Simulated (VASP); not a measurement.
A VASP 6.6.1 single-point calculation on CaO

INCAR

```
IBRION = -1
NBANDS = 15
SIGMA = 0.02
NELM = 95
LWAVE = .FALSE.
GGA = PE
PREC = Low
LCHARG = .FALSE.
LASPH = .TRUE.
ENCUT = 800
EDIFF = 1E-7
LREAL = .FALSE.
ISIF = 2
ISMEAR = -1
NSW = 0
```

KPOINTS

```
KPOINTS created by Atomic Simulation Environment
0
Gamma
10 10 10
0 0 0
```

POSCAR

```
Ca O
 1.0000000000000000
     0.0000000000000000    2.4934521147000002    2.3522183391000002
     2.4934521147000002    0.0000000000000000    2.3522183391000002
     2.4934521147000002    2.4934521147000002    0.0000000000000000
 Ca  O
   1   1
Cartesian
  0.0000000000000000  0.0000000000000000  0.0000000000000000
  2.4934521147000002  2.4934521147000002  2.3522183391000002
```

The recommended PBE PAW datasets give the neutral cell 16 valence electrons.

Command

```
mpirun -np 1 vasp_std
```

OSZICAR

```
N       E                     dE             d eps       ncg     rms          rms(c)
DAV:   1     0.152631265489E+03    0.15263E+03   -0.10660E+04  3060   0.150E+03
DAV:   2    -0.727150828110E+01   -0.15990E+03   -0.14948E+03  3697   0.338E+02
DAV:   3    -0.142808292677E+02   -0.70093E+01   -0.69518E+01  3817   0.717E+01
DAV:   4    -0.145117509956E+02   -0.23092E+00   -0.23075E+00  4379   0.109E+01
DAV:   5    -0.145130028515E+02   -0.12519E-02   -0.12518E-02  3684   0.873E-01    0.859E+00
DAV:   6    -0.128682045072E+02    0.16448E+01   -0.53623E+00  3495   0.220E+01    0.376E+00
DAV:   7    -0.127818498289E+02    0.86355E-01   -0.43724E-01  3341   0.679E+00    0.183E+00
DAV:   8    -0.127776250412E+02    0.42248E-02   -0.82626E-02  3865   0.313E+00    0.412E-01
DAV:   9    -0.127763149940E+02    0.13100E-02   -0.46468E-03  3251   0.568E-01    0.115E-01
DAV:  10    -0.127770565142E+02   -0.74152E-03   -0.85772E-04  3768   0.255E-01    0.457E-02
DAV:  11    -0.127770334971E+02    0.23017E-04   -0.54565E-05  3725   0.870E-02    0.762E-03
DAV:  12    -0.127770343386E+02   -0.84152E-06   -0.92874E-06  3522   0.262E-02    0.390E-03
DAV:  13    -0.127770344526E+02   -0.11398E-06   -0.31877E-07  3879   0.614E-03    0.843E-04
DAV:  14    -0.127770345226E+02   -0.69950E-07   -0.36179E-08  2398   0.211E-03
   1 F= -.12777035E+02 E0= -.12777035E+02  d E =-.209239E-11
```

From OUTCAR

```
k-points           NKPTS =    102   k-points in BZ     NKDIM =    102   number of bands    NBANDS=     15

   NELECT =      16.0000    total number of electrons

   dimension x,y,z NGX =    24 NGY =   24 NGZ =   24
   dimension x,y,z NGXF=    24 NGYF=   24 NGZF=   24

  energy-cutoff  :      800.00
  volume of cell :       29.25
      direct lattice vectors                 reciprocal lattice vectors
     0.000000000  2.493452115  2.352218339    -0.200525206  0.200525206  0.212565301
     2.493452115  0.000000000  2.352218339     0.200525206 -0.200525206  0.212565301
     2.493452115  2.493452115  0.000000000     0.200525206  0.200525206 -0.212565301

 k-points in reciprocal lattice and weights: KPOINTS created by Atomic Simulation Env
   0.00000000  0.00000000  0.00000000       0.001
   0.10000000 -0.00000000  0.00000000       0.008
   0.20000000 -0.00000000  0.00000000       0.008
   0.30000000  0.00000000  0.00000000       0.008
   0.40000000  0.00000000  0.00000000       0.008
   0.50000000  0.00000000  0.00000000       0.004
   0.10000000  0.10000000  0.00000000       0.002
   0.20000000  0.10000000  0.00000000       0.008
   ...

 E-fermi :   2.5429

 k-point     1 :       0.0000    0.0000    0.0000
  band No.  band energies     occupation
      1     -35.7754      2.00000
      2     -16.5907      2.00000
      3     -16.5907      2.00000
      4     -16.5483      2.00000
      5     -13.3787      2.00000
      6       2.0164      2.00000
      7       2.0167      2.00000
      8       2.1437      2.00000
      9       6.2734      0.00000
     10       8.0566      0.00000
     11       8.0566      0.00000
     12       8.4140      0.00000
     13       9.3235      0.00000
     14       9.9479      0.00000
     15      16.8411      0.00000

 k-point     2 :       0.1000   -0.0000    0.0000
  band No.  band energies     occupation
      1     -35.7677      2.00000
      2     -16.6862      2.00000
      3     -16.5977      2.00000
      4     -16.5657      2.00000
      5     -13.2586      2.00000
      6       1.6978      2.00000
      7       1.8929      2.00000
      8       1.9777      2.00000
      9       6.7184      0.00000
     10       8.0892      0.00000
     11       8.2311      0.00000
     12       8.4938      0.00000
     13       9.5352      0.00000
     14      10.1835      0.00000
     15      17.1947      0.00000

 k-point     3 :       0.2000   -0.0000    0.0000
  band No.  band energies     occupation
      1     -35.7473      2.00000
      2     -16.9427      2.00000
      3     -16.6159      2.00000
      4     -16.5744      2.00000
      5     -12.9734      2.00000
      6       0.9668      2.00000
      7       1.5957      2.00000
      8       1.6462      2.00000
      9       7.7164      0.00000
     10       8.1638      0.00000
     11       8.7105      0.00000
     12       8.8519      0.00000
     13      10.0886      0.00000
     14      10.7891      0.00000
     15      17.6235      0.00000

 ...

  Total       -0.9118927     -0.9118927      0.5370568      0.0000000     -0.0000000      0.0000000
  in kB      -49.9510496    -49.9510496     29.4185384      0.0000000     -0.0000000      0.0000000
  external PRESSURE =     -23.4945203 kB  Pullay stress =       0.0000000 kB

 POSITION                                       TOTAL-FORCE (eV/Angst)
 -----------------------------------------------------------------------------------
      0.00000      0.00000      0.00000         0.000000      0.000000      0.000000
      2.49345      2.49345      2.35222         0.000000      0.000000     -0.000000
 -----------------------------------------------------------------------------------
    total drift:                                0.000000      0.000000      0.000000

  FREE ENERGIE OF THE ION-ELECTRON SYSTEM (eV)
  ---------------------------------------------------
  free  energy   TOTEN  =       -12.7770345226 eV

  energy  without entropy=      -12.7770345226  energy(sigma->0) =      -12.77703452
```

It converged. Results: gap between bands v and c on the k mesh 3.45 eV; least direct gap on the k mesh 4.01 eV; pressure -2.3 GPa. Band v is the last that the valence electrons fill when counted band by band, and c is the next.

For comparison, a separate PBE run of the intended cell, on usual settings and not on those above, gives a gap of 3.44 eV on its mesh and a pressure of -2.4 GPa.

The run above took about 32 s on one core of a shared host (Intel Xeon Platinum 8488C) and held 0.18 GiB at most.
